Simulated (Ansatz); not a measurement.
# ¹⁷O NMR of the central transition in H7ClO3

Cell: a computed structure from the Materials Project (it need not be an observed phase).

```xyz
22
Lattice="6.1366 0.0000 0.0000 -2.2608 6.2465 0.0000 -2.3955 -2.7332 5.6546" Properties=species:S:1:pos:R:3 pbc="T T T"
H     1.7990   -0.4155    1.3015
H     1.7982    0.4286    2.6312
H     4.9548    1.0540    0.4645
H    -0.1475    2.5859    0.5007
H    -1.4010    2.0059    1.7751
H     1.1793    2.0284    4.4573
H     0.2018    1.7888    3.2077
H    -1.9452    3.0894    3.7107
H     3.1790    2.0516    3.0805
H     1.2544    3.6709    3.2402
H    -1.4247   -1.4440    3.2615
H     3.1082   -0.8916    2.6106
H    -0.8700    0.1190    5.5399
H    -1.9361    1.1364    4.9190
Cl    0.3959   -1.3268    4.4935
Cl    3.8446    4.8775    0.6611
O     2.4086   -0.0061    1.9833
O    -0.7718    1.7324    1.0432
O     1.1104    2.0765    3.4288
O    -2.0201    2.1453    3.3400
O     3.7240   -1.5800    3.2739
O     0.6994    3.3773    0.0925
```

Atoms are numbered from 1 in the order listed; like atoms form one site, named after its first atom.

Level of theory: DFT, PBE, plane waves and PAW, scalar-relativistic, 420 eV cutoff, Γ-centred 5×4×4 k-points, Fermi–Dirac smearing 0.02 eV (Ansatz 0.2.0).

¹⁷O has I = 5/2 and Q = -25.58 mb (Pyykkö 2018); at 7.05 T its Larmor frequency is ν₀ = 40.7 MHz. Only the quadrupole interaction is simulated: positions count from each site's isotropic chemical shift, and J coupling is left out, as are shift anisotropy and dipolar coupling, which fast spinning averages.

Task: Give C_Q, η, the quadrupolar product P_Q = |C_Q|(1 + η²/3)^½, the second-order isotropic shift and the breadth of the pattern (fast magic-angle spinning) for each O site.

Result: 

| site | first shell | C_Q (MHz) | η | P_Q (MHz) | δ_QIS (ppm) | breadth (kHz) |
| --- | --- | --- | --- | --- | --- | --- |
| O17 | 3 H at 0.99–1.29 Å | 8.05 | 0.66 | 8.61 | -269 | 25.2 |
| O18 | 3 H at 0.98–1.19 Å | 9.27 | 0.49 | 9.63 | -336 | 31.7 |
| O19 | 2 H at 0.98–1.03 Å, angle 106°; also 3 H at 1.61–2.10 Å | -7.09 | 0.96 | 8.10 | -237 | 21.3 |
| O20 | 2 H at 0.98–1.02 Å, angle 105°; also 2 H at 1.69–1.88 Å | 7.12 | 0.98 | 8.19 | -243 | 21.7 |
| O21 | 3 H at 1.00–1.14 Å | 8.89 | 0.37 | 9.09 | -299 | 28.2 |
| O22 | 3 H at 0.99–1.23 Å | 8.20 | 0.60 | 8.67 | -272 | 25.7 |

δ_QIS = −(ν_Q²/30ν₀²)[I(I+1) − 3/4](1 + η²/3) × 10⁶ ppm with ν_Q = 3|C_Q|/[2I(2I−1)]; it falls as 1/B₀² in ppm, and the breadth as 1/B₀ in kHz.

The broadest static pattern spans 95 kHz. The table holds for spinning faster than that; slower spinning leaves sidebands.

At O18 and O21 V_zz stands upright on the plane through its three neighbours (within 9°) in each case.
